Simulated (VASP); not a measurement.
Here is a VASP 6.6.1 calculation.

Contents of POSCAR:

```
Se
1.0
    2.8105630200      0.0000000000      0.0000000000
    0.0000000000      2.8105630200      0.0000000000
    0.0000000000      0.0000000000      2.8105630200
Se
1
Direct
    0.0000000000      0.0000000000      0.0000000000
```

File INCAR.step1:

```
  PREC = Accurate
  ENCUT = 600
  EDIFF = 1E-6
  ISMEAR = -1
  SIGMA = 0.05
  LREAL = False
  LASPH = True
  NELM = 100
  ALGO = Normal
  ISIF = 2
  LWAVE = False
  LCHARG = True
  GGA = PE
```

Contents of KPOINTS.step1:

```
Automatic mesh
0
Gamma
  9 9 9
```

INCAR.step2

```
  PREC = Accurate
  ENCUT = 600
  EDIFF = 1E-6
  ISMEAR = 0
  SIGMA = 0.05
  LREAL = False
  LASPH = True
  NELM = 100
  ALGO = Normal
  ISIF = 2
  LWAVE = False
  LCHARG = False
  GGA = PE
  ICHARG = 11
```

File KPOINTS.step2:

```
path GXMGRX,MR
15
line-mode
reciprocal
 0.0000000000  0.0000000000  0.0000000000  G
 0.0000000000  0.5000000000  0.0000000000  X

 0.0000000000  0.5000000000  0.0000000000  X
 0.5000000000  0.5000000000  0.0000000000  M

 0.5000000000  0.5000000000  0.0000000000  M
 0.0000000000  0.0000000000  0.0000000000  G

 0.0000000000  0.0000000000  0.0000000000  G
 0.5000000000  0.5000000000  0.5000000000  R

 0.5000000000  0.5000000000  0.5000000000  R
 0.0000000000  0.5000000000  0.0000000000  X

 0.5000000000  0.5000000000  0.0000000000  M
 0.5000000000  0.5000000000  0.5000000000  R
```

Potentials or basis: VASP PAW PBE potentials, release 64 (Se).

The run is started by

```console
$ cat potpaw_PBE.64/Se/POTCAR > POTCAR
$ cp INCAR.step1 INCAR
$ cp KPOINTS.step1 KPOINTS
$ mpirun -np 1 vasp_std > vasp.out
$ cp INCAR.step2 INCAR
$ cp KPOINTS.step2 KPOINTS
$ mpirun -np 1 vasp_std > vasp.out
```

Question: Predict the band gap along the path.

Answer: None (metal or under the smearing width).

Levels at the corners of the path, in eV from the Fermi level:
```tsv
point	band 1	band 2	band 3	band 4	band 5	band 6
Γ	-16.19	1.42	1.42	1.42	7.74	7.74
X	-14.07	-7.10	2.88	2.88	9.93	11.68
X	-14.07	-7.10	2.88	2.88	9.93	11.68
M	-11.95	-5.13	-5.13	2.85	4.21	13.50
M	-11.95	-5.13	-5.13	2.85	4.21	13.50
Γ	-16.19	1.42	1.42	1.42	7.74	7.74
Γ	-16.19	1.42	1.42	1.42	7.74	7.74
R	-9.77	-3.39	-3.39	-3.39	5.79	5.79
R	-9.77	-3.39	-3.39	-3.39	5.79	5.79
X	-14.07	-7.10	2.88	2.88	9.93	11.68
M	-11.95	-5.13	-5.13	2.85	4.21	13.50
R	-9.77	-3.39	-3.39	-3.39	5.79	5.79
```

Caveat: the log is that of the step along the path at fixed density, whose energy, stress, charges and moments have no meaning.
